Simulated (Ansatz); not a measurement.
**TaN: stress in a strained cell**

Aim: deform TaN (zz strain of +1 %) and compute stress, forces and field gradients with LAPW, PAW and all-electron datasets made for the crystal.

Method: DFT PBEsol, scalar-relativistic, in Ansatz 0.2.0.

**1. The starting structure**

Symmetry: P6_3mc, No. 186, hexagonal system. Conventional cell: a = 3.050 Å, b = 3.050 Å, c = 4.940 Å, α = 90.00°, β = 90.00°, γ = 120.00°. Around Ta (site symmetry 3m) lie 4 N at 1.85 to 1.90 Å. Around N (site symmetry 3m) lie 4 Ta at 1.85 to 1.90 Å.

Structure file:

```cif
data_structure
_symmetry_space_group_name_H-M 'P6_3mc'
_symmetry_Int_Tables_number 186
_cell_length_a 3.0500
_cell_length_b 3.0500
_cell_length_c 4.9400
_cell_angle_alpha 90.000
_cell_angle_beta 90.000
_cell_angle_gamma 120.000
_cell_volume 39.80
loop_
_atom_site_label
_atom_site_type_symbol
_atom_site_symmetry_multiplicity
_atom_site_Wyckoff_symbol
_atom_site_fract_x
_atom_site_fract_y
_atom_site_fract_z
_atom_site_occupancy
Ta1 Ta 2 b 0.33333 0.66667 0.00000 1
N1 N 2 b 0.33333 0.66667 0.38500 1
```

The file gives the conventional cell by its symmetry; the runs use the cell typed in the input.

Atoms are numbered in the order of the input: Ta1, Ta2, N3, N4.

**2. After the deformation**

Space group P6_3mc before, P6_3mc after.

**3. LAPW, all electrons**

input.yaml reads:

```yaml
crystal:
  lattice:
    - [3.0500010905, 0.0, 0.0]
    - [-1.5250005453, 2.641378426, 0.0]
    - [0.0, 0.0, 4.9894]
  atoms:
    - { symbol: Ta, position: [0.3333333333, 0.6666666667, 0.0] }
    - { symbol: Ta, position: [0.6666666667, 0.3333333333, 0.5] }
    - { symbol: "N", position: [0.3333333333, 0.6666666667, 0.385] }
    - { symbol: "N", position: [0.6666666667, 0.3333333333, 0.885] }
kpoints:
  mp_grid: { grid: [9, 9, 5] }
  band_path:
    path:
      - [0.0, 0.0, 0.0]
      - [0.5, 0.0, 0.0]
      - [0.3333333333, 0.3333333333, 0.0]
      - [0.0, 0.0, 0.0]
      - [0.0, 0.0, 0.5]
      - [0.5, 0.0, 0.5]
      - [0.3333333333, 0.3333333333, 0.5]
      - [0.0, 0.0, 0.5]
      - [0.5, 0.0, 0.5]
    npoints: 5
scf:
  occupations: { method: fermi_dirac, width: 0.01 }
hamiltonian:
  xc: pbesol
  pseudopotentials: { kind: all_electron, lapw: { basis_error: 0.001 } }
output:
  forces: true
  stress: true
  eigenvalues: true
```

Started as:

```bash
$ ansatz run input.yaml --threads 1 --pin off --max-ram 6144MiB --backend cpu --events-out ev --progress --plain --runs-dir out
```

**4. Frozen-core PAW**

input.yaml reads:

```yaml
crystal:
  lattice:
    - [3.0500010905, 0.0, 0.0]
    - [-1.5250005453, 2.641378426, 0.0]
    - [0.0, 0.0, 4.9894]
  atoms:
    - { symbol: Ta, position: [0.3333333333, 0.6666666667, 0.0] }
    - { symbol: Ta, position: [0.6666666667, 0.3333333333, 0.5] }
    - { symbol: "N", position: [0.3333333333, 0.6666666667, 0.385] }
    - { symbol: "N", position: [0.6666666667, 0.3333333333, 0.885] }
kpoints:
  mp_grid: { grid: [9, 9, 5] }
scf:
  occupations: { method: fermi_dirac, width: 0.01 }
hamiltonian:
  xc: pbesol
  pseudopotentials: { kind: paw }
output:
  forces: true
  stress: true
  eigenvalues: true
  efg: { contact_densities: true }
```

**5. Datasets made for this crystal**

Changes to input.yaml since step 4:

```diff
@@ -16,3 +16,3 @@
   xc: pbesol
-  pseudopotentials: { kind: paw }
+  pseudopotentials: { kind: all_electron, datasets: crystal }
 output:
```

(Steps that only read results are left out.)

**Question.** What will these runs give? Wanted: pressure; largest shear or deviatoric stress.

**Answer**, as computed:

| quantity | value |
| --- | --- |
| pressure | LAPW 117.49, PAW 119.77, crystal datasets 117.49 GPa |
| largest shear or deviatoric stress (LAPW) | 18.87 GPa |

The largest part of the stress beyond the pressure is 18.87 GPa in size, in the zz component; the atoms are carried along and not relaxed. No run of the undeformed cell stands beside it, so the pressure holds what the given cell had before the change. PAW: stress within 2.45 GPa of LAPW, forces within 30 meV/Å. Crystal datasets: stress within 0.01 GPa of LAPW, forces within 1 meV/Å. Spin-orbit coupling is left out, though the cell holds Ta; in elements this heavy it can shift bands and gaps by tenths of an eV.
